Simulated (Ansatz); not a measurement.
**What a trial cell of Tl relaxes into**

The calculation used Ansatz, DFT PBE, scalar-relativistic, plane waves, PAW. Cutoff 420 eV, Γ-centred k mesh, Gaussian smearing, no spin polarisation in the final step.

Tl was placed on the sites of a reported Si cell (Ia-3, No. 206), at a guessed volume.

```
CELL_PARAMETERS angstrom
-4.04862 4.04862 4.04862
4.04862 -4.04862 4.04862
4.04862 4.04862 -4.04862
ATOMIC_POSITIONS crystal
Tl 0.20600 0.20600 0.20600
Tl 0.50000 0.00000 0.29400
Tl 0.29400 0.50000 0.00000
Tl 0.00000 0.29400 0.50000
Tl 0.79400 0.79400 0.79400
Tl 0.50000 0.00000 0.70600
Tl 0.70600 0.50000 0.00000
Tl 0.00000 0.70600 0.50000
```

Cell and atoms relax at zero pressure; the relaxation can't lower the symmetry of the start. After a coarse first stage the cell is made exact in the group found at 0.06 Å.

Energies count from the standard state of Tl at the same level.

Describe the relaxed structure.

It keeps Ia-3 (No. 206). Conventional cell: a = 8.570 Å. Tl is coordinated by 3 Tl at 3.03 Å, 1 Tl at 3.60 Å and 1 Tl at 3.82 Å.

Space group Ia-3 (No. 206). a = 8.570 Å, b = 8.570 Å, c = 8.570 Å, α = 90.00°, β = 90.00°, γ = 90.00°
| atom | site | symmetry | x | y | z |
| --- | --- | --- | --- | --- | --- |
| Tl | 16c | .3. | 0.1213 | 0.1213 | 0.1213 |

What are its volume, energy, density and gap?

The volume per atom is 39.34 Å³ and the density is 8.63 g/cm³. The energy over the standard structure is 0.29 eV/atom and the gap on the 6×6×6 mesh is 0 eV (a metal).

The final run used a 6×6×6 mesh on its 8-atom cell and 0.10 eV smearing. The k mesh leaves about 4 meV/atom of noise in metals. Spin–orbit coupling is left out. A structure relaxed within its symmetry needn't be a true minimum. The steps took roughly 2.5 core-minutes in all.